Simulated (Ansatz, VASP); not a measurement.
# One calculation of Se, two programs

File INCAR:

```
PREC = Accurate
ENCUT = 520
EDIFF = 1E-6
ISMEAR = 0
SIGMA = 0.1
LREAL = False
LASPH = True
NELM = 100
ALGO = Fast
ISIF = 2
LWAVE = False
LCHARG = False
GGA = PS
NBANDS = 13
```

The input KPOINTS:

```
Automatic mesh
0
Gamma
  12 12 12
```

POSCAR

```
Se
1.0
    0.3750679884      2.9280932741      2.9280932741
    3.3031612625      0.0000000000      3.3031612625
    3.3031612625      3.3031612625      0.0000000000
Se
2
Direct
    0.4916876632      0.5027707789      0.5027707789
    0.7583123368      0.7472292211      0.7472292211
```

Input for Ansatz:

```yaml
crystal:
  lattice:
    - [0.3750679884, 2.9280932741, 2.9280932741]
    - [3.3031612625, 0.0, 3.3031612625]
    - [3.3031612625, 3.3031612625, 0.0]
  atoms:
    - { symbol: Se, position: [0.4916876632, 0.5027707789, 0.5027707789] }
    - { symbol: Se, position: [0.7583123368, 0.7472292211, 0.7472292211] }
basis:
  ecutwfc: 420
kpoints:
  mp_grid: { grid: [12, 12, 12] }
hamiltonian:
  xc: pbesol
scf:
  occupations: { method: gaussian, width: 0.1 }
output:
  forces: true
  stress: true
  eigenvalues: true
  populations: true
```

Alike in both runs: task single point; functional PBEsol; k mesh 12 × 12 × 12; occupations gaussian, width 0.1 eV; no spin polarisation.

|  | VASP | Ansatz |
| --- | --- | --- |
| version | VASP 6.6.1 | Ansatz 0.2.0 |
| potentials or method | VASP PAW PBE potentials, release 64 (Se) | scalar-relativistic, plane waves, PAW |
| plane-wave cutoff (eV) | 520 | 420 |
| valence electrons in the cell | 12 | 32 |

|  | VASP | Ansatz | Ansatz less VASP |
| --- | --- | --- | --- |
| gap on the k mesh at the Fermi level (eV) | none | none | - |
| pressure (GPa) | 2.0 | 1.9 | -0.13 |
| largest component of the traceless stress (GPa) | 2.02 | 2.09 | +0.075 |
| rms of the force components (eV/Å) | 0.647 | 0.668 | +0.0203 |

Atom by atom the forces differ by 0.020 eV/Å (rms over components). A gap of «none» marks a metal or a gap that the smearing closes. The two sets of potentials don't hold the same shells in valence.

Caveats: the PAW data sets were made with another functional, which shifts forces and pressure a little (VASP).
